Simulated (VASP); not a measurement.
Wanted: the native input for a VASP 6.6.1 run.

* Task: relaxation of cell and atoms
* Functional: PBE0
* Potentials or basis: VASP PAW PBE potentials, release 64 (Zr_sv)
* Cutoff: 600 eV
* k mesh: 5 × 5 × 5
* Occupations: fermi-dirac, width 0.05 eV
* Spin: no spin polarisation
* Grid for exact exchange (PRECFOCK): Normal
* Exchange at q = 0: default
* Further INCAR settings: ALGO = Normal; EDIFF = 1e-07; IBRION = 2; EDIFFG = -0.005; NSW = 40; ISIF = 3

Crystal: Zr.

```xyz
1
Lattice="-1.8100 1.8100 1.8100 1.8100 -1.8100 1.8100 1.8100 1.8100 -1.8100" Properties=species:S:1:pos:R:3 pbc="T T T"
Zr    0.0000    0.0000    0.0000
```

This isn't the form of Zr at room conditions, which is hcp.

One way to write it, as run:

POSCAR

```
Zr
1.0
   -1.8100000000      1.8100000000      1.8100000000
    1.8100000000     -1.8100000000      1.8100000000
    1.8100000000      1.8100000000     -1.8100000000
Zr
1
Direct
    0.0000000000      0.0000000000      0.0000000000
```

INCAR.step1

```
ALGO = Normal
EDIFF = 1E-5
ENCUT = 600
GGA = PE
ISMEAR = -1
LASPH = T
LCHARG = F
LREAL = F
LWAVE = T
NELM = 100
PREC = Accurate
SIGMA = 0.05
```

INCAR.step2

```
AEXX = 0.25
ALGO = Normal
EDIFF = 1E-7
EDIFFG = -0.005
ENCUT = 600
GGA = PE
IBRION = 2
ISIF = 3
ISMEAR = -1
ISTART = 1
LASPH = T
LCHARG = F
LHFCALC = T
LREAL = F
LWAVE = F
NELM = 100
NSW = 40
PREC = Accurate
PRECFOCK = Normal
SIGMA = 0.05
```

KPOINTS

```
k-points
0
Gamma
  5 5 5
```

Potentials or basis: VASP PAW PBE potentials, release 64 (Zr_sv).

Run with:

```bash
$ cat potpaw_PBE.64/Zr_sv/POTCAR > POTCAR
$ cp INCAR.step1 INCAR
$ mpirun -np 1 vasp_std > vasp.out
$ cp INCAR.step2 INCAR
$ mpirun -np 1 vasp_std > vasp.out
```

Results of the run:

| Property | Result |
| --- | --- |
| Relaxed volume | 22.49 Å³/atom |
| Relaxed cell | a = 3.080 Å, b = 3.080 Å, c = 3.080 Å, α = 109.47°, β = 109.47°, γ = 109.47° |
| Space group after relaxing (to 0.05 Å) | Im-3m (No. 229) |
| Energy gained by relaxing | 21.5 meV/atom |
| Ionic steps | 5 |
| Pressure after relaxing | 0.0 GPa |
| Band gap on the k mesh | none (metal or under the smearing width) |

Caveat: the k mesh is coarse (spacing up to 0.49 Å⁻¹), so the values aren't converged, least of all with exact exchange; the PAW data sets were made with another functional, which shifts forces and pressure a little.

Run time: 21 min on 1 thread of AMD EPYC 9R45 96-Core Processor (Zen 5), on a shared host, peak memory 0.15 GiB.
